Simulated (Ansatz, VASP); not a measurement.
Two plane-wave programs on Fe

The input INCAR:

```
PREC = Accurate
ENCUT = 520
EDIFF = 1E-6
ISMEAR = -1
SIGMA = 0.05
LREAL = F
LASPH = T
NELM = 150
ALGO = Normal
ISIF = 2
LWAVE = F
LCHARG = F
ISPIN = 2
MAGMOM = 1.988
LORBIT = 11
LMAXMIX = 4
GGA = CA
NBANDS = 14
```

The input KPOINTS:

```
Automatic mesh
0
Gamma
  17 17 17
```

POSCAR

```
Fe
1.0
   -1.3745984210      1.3745984210      1.3745984210
    1.3745984210     -1.3745984210      1.3745984210
    1.3745984210      1.3745984210     -1.3745984210
Fe
1
Direct
    0.0000000000      0.0000000000      0.0000000000
```

Input for Ansatz:

```yaml
crystal:
  lattice:
    - [-1.374598421, 1.374598421, 1.374598421]
    - [1.374598421, -1.374598421, 1.374598421]
    - [1.374598421, 1.374598421, -1.374598421]
  atoms:
    - { symbol: Fe, position: [0.0, 0.0, 0.0], spin: 1.988 }
hamiltonian:
  xc: lda
  pseudopotentials:
    kind: paw
    azcp:
      Fe: "pseudopotentials/Fe.paw.azcp"
basis:
  ecutwfc: 420
  fft_grid_basis: typed
kpoints:
  mp_grid: { grid: [17, 17, 17], shift: [0, 0, 0] }
magnetization:
  spin_polarized: true
scf:
  occupations: { method: fermi_dirac, width: 0.05 }
  lower_state_search: "off"
output:
  stress: true
```

Alike in both runs: task single point; functional LDA; k mesh 17 × 17 × 17; occupations fermi-dirac, width 0.05 eV; collinear spin.

```csv
,VASP,Ansatz
version,VASP 6.6.1,Ansatz 0.2.0
potentials or method,"VASP PAW LDA potentials, release 64 (Fe)","plane waves (420 eV) with PAW, scalar-relativistic"
plane-wave cutoff (eV),520,420
valence electrons in the cell,8,16
```

VASP gave:

```
pressure (GPa)                                                : 0.4
net moment per atom (μB)                                      : 2.00
size of the moment on the site where the two differ most (μB) : 1.96
```

**Question.** Estimate Ansatz's values.

**Answer.** Pressure (GPa): 1.0; net moment per atom (μB): 2.02; size of the moment on the site where the two differ most (μB): 2.02.

Site moments also hang on the region over which each program counts them. The two sets of potentials don't hold the same shells in valence. Ansatz warned: «pseudo_functional_mismatch».
